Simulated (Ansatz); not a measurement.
**Cadmium, hcp under r²SCAN: convergence with the Fermi-Dirac smearing**

How small must the Fermi-Dirac smearing width be for energy and pressure to settle? The geometry was relaxed under r²SCAN beforehand and stays fixed; 6 values are run, from 0.01 to 1.0 eV. Wanted are the values from which on the energy stays within 10 and 1 meV/atom, and the pressure within 0.5 GPa, of the narrowest run. Within the series other settings stay, but some runs also write fields, which adds to their time. Spin polarisation is left out.

Program: Ansatz 0.2.0. Level of theory: DFT r²SCAN, plane waves with PAW, scalar-relativistic. These are calculated values, not measurements.

## (1) The system as given

It takes space group P6_3/mmc (No. 194, hexagonal). Conventional cell: a = 2.951 Å, b = 2.951 Å, c = 5.884 Å, α = 90.00°, β = 90.00°, γ = 120.00°. Cd (site symmetry -6m2) is surrounded by 6 Cd at 2.95 Å.

Structure file:

```
CELL_PARAMETERS angstrom
2.95090 0.00000 0.00000
-1.47545 2.55555 0.00000
0.00000 0.00000 5.88385
ATOMIC_POSITIONS crystal
Cd 0.33333 0.66667 0.25000
Cd 0.66667 0.33333 0.75000
```

## (2) Run at 0.01 eV

The run at 0.01 eV.

The input, input.yaml:

```yaml
crystal:
  lattice:
    - [2.9509006248, 0.0, 0.0]
    - [-1.4754503124, 2.5555549051, 0.0]
    - [0.0, 0.0, 5.8838547497]
  atoms:
    - { symbol: Cd, position: [0.3333333333, 0.6666666667, 0.25] }
    - { symbol: Cd, position: [0.6666666667, 0.3333333333, 0.75] }
hamiltonian:
  xc: r2scan
  pseudopotentials:
    kind: paw
    azcp:
      Cd: "pseudopotentials/Cd.paw.azcp"
basis:
  ecutwfc: 500
  fft_grid_basis: typed
kpoints:
  mp_grid: { grid: [12, 12, 6], shift: [0, 0, 0] }
magnetization:
  spin_polarized: false
scf:
  occupations: { method: fermi_dirac, width: 0.01 }
  lower_state_search: "off"
output:
  stress: true
```

Started as:

```bash
$ ansatz run input.yaml --threads 2 --pin off --max-ram 5120MiB --backend cpu --events-out ev --progress --plain --runs-dir out
```

## (3) Run at 0.03 eV

The run at 0.03 eV.

Changes to input.yaml since step 2:

```diff
@@ -22,3 +22,3 @@
 scf:
-  occupations: { method: fermi_dirac, width: 0.01 }
+  occupations: { method: fermi_dirac, width: 0.03 }
   lower_state_search: "off"
```

## (4) Run at 0.2 eV

The run at 0.2 eV.

Changes to input.yaml since step 3:

```diff
@@ -22,3 +22,3 @@
 scf:
-  occupations: { method: fermi_dirac, width: 0.03 }
+  occupations: { method: fermi_dirac, width: 0.2 }
   lower_state_search: "off"
@@ -26 +26,5 @@
   stress: true
+  write_density: true
+  write_potential: true
+  elf: true
+  volumetric_format: npy
```

## (5) Run at 0.3 eV

The run at 0.3 eV.

Changes to input.yaml since step 4:

```diff
@@ -22,3 +22,3 @@
 scf:
-  occupations: { method: fermi_dirac, width: 0.2 }
+  occupations: { method: fermi_dirac, width: 0.3 }
   lower_state_search: "off"
@@ -26,5 +26 @@
   stress: true
-  write_density: true
-  write_potential: true
-  elf: true
-  volumetric_format: npy
```

## (6) Run at 0.6 eV

The run at 0.6 eV.

Changes to input.yaml since step 5:

```diff
@@ -22,3 +22,3 @@
 scf:
-  occupations: { method: fermi_dirac, width: 0.3 }
+  occupations: { method: fermi_dirac, width: 0.6 }
   lower_state_search: "off"
```

## (7) Run at 1.0 eV

The run at 1.0 eV.

Changes to input.yaml since step 6:

```diff
@@ -22,3 +22,3 @@
 scf:
-  occupations: { method: fermi_dirac, width: 0.6 }
+  occupations: { method: fermi_dirac, width: 1.0 }
   lower_state_search: "off"
```

(Steps that only read results are left out.)

What does the calculation give?

**Answer**, as computed:

| quantity | value |
| --- | --- |
| E(σ → 0) stays within 10 meV/atom of 0.01 eV | up to 0.3 eV |
| E(σ → 0) stays within 1 meV/atom | up to 0.03 eV |
| pressure stays within 0.5 GPa | up to 0.3 eV |
| pressure at 0.01 eV | 0.05 GPa |
| energy of a separate run on a finer mesh (20×20×9) | +6.2 meV/atom from 0.01 eV |

**Reading.** The far end, 1.0 eV, lies +39.3 meV/atom and +4.0 GPa from the yardstick. Over the range F shifts by -502.4 meV/atom, while E(σ → 0) shifts by +39.3. In theory F falls as the square of the width under this scheme, but here the ratio is not steady: the mesh at narrow widths, or a density of states that varies over the wide ones, can both cause that. The mesh (12×12×6) is fixed, so the narrowest widths carry a k-point error of their own. The yardstick itself is unsettled by 6.2 meV/atom against the finer mesh, so the thresholds above hold only within this series, and wider smearing, which averages over more states, can land nearer the fine-mesh value than the narrowest does.
